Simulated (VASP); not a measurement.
Au, 1 atom in the cell. The structure is cubic, space group Fm-3m (No. 225). The conventional cell has a = 4.117 Å, b = 4.117 Å, c = 4.117 Å, α = 90.00°, β = 90.00°, γ = 90.00°. Au (site symmetry m-3m) is surrounded by 12 Au at 2.91 Å. 

```yaml
Program: VASP 6.6.1
Task: single point
Functional: PBEsol
Potentials_or_basis: VASP PAW PBE potentials, release 64 (Au)
Cutoff: 520 eV
k_mesh: 18 × 18 × 18
Occupations: gaussian, width 0.1 eV
Spin: no spin polarisation
Further_INCAR_settings: ALGO = Fast; EDIFF = 1e-06
```

Potentials or basis: VASP PAW PBE potentials, release 64 (Au).

Command:

```console
$ cat potpaw_PBE.64/Au/POTCAR > POTCAR
$ mpirun -np 1 vasp_std > vasp.out
```

Hardware: 1 thread of Intel(R) Xeon(R) 6975P-C (Granite Rapids), with other jobs on the host.

**Question.** Estimate the wall time of this run.

**Answer.** It took 11 s on 1 thread of Intel(R) Xeon(R) 6975P-C (Granite Rapids), with other jobs on the host, peak memory 0.16 GiB. Counts: scf iterations 12, k points 195.
